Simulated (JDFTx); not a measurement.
The system is GaSb.

```
CELL_PARAMETERS angstrom
0.00000 3.05900 3.05900
3.05900 0.00000 3.05900
3.05900 3.05900 0.00000
ATOMIC_POSITIONS crystal
Sb 0.75000 0.75000 0.75000
Ga 0.00000 0.00000 0.00000
```

Program: JDFTx 1.7.0 (patched build). Alike in all runs: task single point; no spin polarisation; cell as given; k mesh 8 × 8 × 8; smearing fermi-dirac 0.05 eV.

Q: Order these runs on this cell by their pressure, lowest first.
A. level LDA; potentials or basis PseudoDojo-SR-LDA-0.4.1-standard; cutoff (eV) 1143
B. level PBE; potentials or basis PseudoDojo-SR-PBE-0.5-standard; cutoff (eV) 1088
C. level PBEsol; potentials or basis PseudoDojo-SR-PBEsol-0.4.1-standard; cutoff (eV) 1088

A: A (-1.8 GPa), C (-0.2 GPa), B (2.3 GPa).
